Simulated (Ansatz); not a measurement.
SiC, one cell by several methods

```xyz
4
Lattice="3.0760 0.0000 0.0000 -1.5380 2.6639 0.0000 0.0000 0.0000 5.0480" Properties=species:S:1:pos:R:3 pbc="T T T"
Si    0.0000    1.7759    0.0000
Si    1.5380    0.8880    2.5240
C     0.0000    1.7759    1.9435
C     1.5380    0.8880    4.4675
```

Atoms are numbered in the order listed.

Conventional cell: a = 3.076 Å, b = 3.076 Å, c = 5.048 Å, α = 90.00°, β = 90.00°, γ = 120.00°. Around Si (atom 1) lie 4 C at 1.87 to 1.94 Å. Around C (atom 3) lie 4 Si at 1.87 to 1.94 Å.

The cell comes from COD entry 9008875, which wasn't checked; take it as a given geometry.

Levels of theory: DFT, PBE, PAW with Ansatz's default frozen-core files, scalar-relativistic (Ansatz 0.2.0); DFT, PBE, all-electron LAPW, scalar-relativistic (Ansatz 0.2.0).

For PAW: a Γ-centred 15×15×8 k mesh, Fermi–Dirac smearing of 0.08 eV, cutoff 420 eV, no spin polarisation. LAPW targets a basis error of 1 meV/atom. The Ansatz runs share mesh, smearing and spin set-up. Plane-wave (PAW) pressures include the program's estimate of the Pulay term.

Stress and pressure are positive in compression.

Levels count from the top of the valence band.

```tsv
quantity	PAW	LAPW
pressure (GPa)	3.70	3.71
stress xx (GPa)	5.32	5.32
stress zz (GPa)	?	?
force on Si1, z (eV/Å)	0.753	0.752
force on C3, z (eV/Å)	-0.753	-0.752
band gap (eV)	2.325	2.324
highest filled level at L (eV)	-2.341	-2.342
lowest empty level at L (eV)	3.166	3.164
highest filled level at A (eV)	-0.967	-0.968
lowest empty level at A (eV)	5.704	5.704
```

Task: What belongs in the row "stress zz (GPa)", column "LAPW"?

Result: 0.49.

Task: Give the missing entry: row "stress zz (GPa)", column "PAW".

Result: 0.45.
